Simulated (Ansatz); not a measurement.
Here is an Ansatz 0.2.0 calculation.

input.yaml

```yaml
crystal:
  lattice:
    - [1.397149, -2.600516, 0.0]
    - [1.397149, 2.600516, 0.0]
    - [0.0, 0.0, 2.698231]
  atoms:
    - { symbol: Ge, position: [0.5, 0.5, 0.0] }
kpoints:
  mp_grid: { grid: [11, 11, 10] }
scf:
  occupations: { method: gaussian, width: 0.02 }
hamiltonian:
  xc: pbesol
  pseudopotentials: { kind: all_electron, lapw: { basis_error: 0.001 } }
output:
  forces: true
  stress: true
  eigenvalues: true
```

Potentials or basis: all-electron LAPW, scalar-relativistic.

The run is started by

```console
$ ansatz run input.yaml --threads 1 --pin off --max-ram 3072MiB --backend cpu --events-out ev --progress --plain --runs-dir out
```

(1) Estimate the band gap on the k mesh.

(2) Estimate the pressure.

## Answers

(1) none (metal or under the smearing width).

(2) -4.1 GPa.
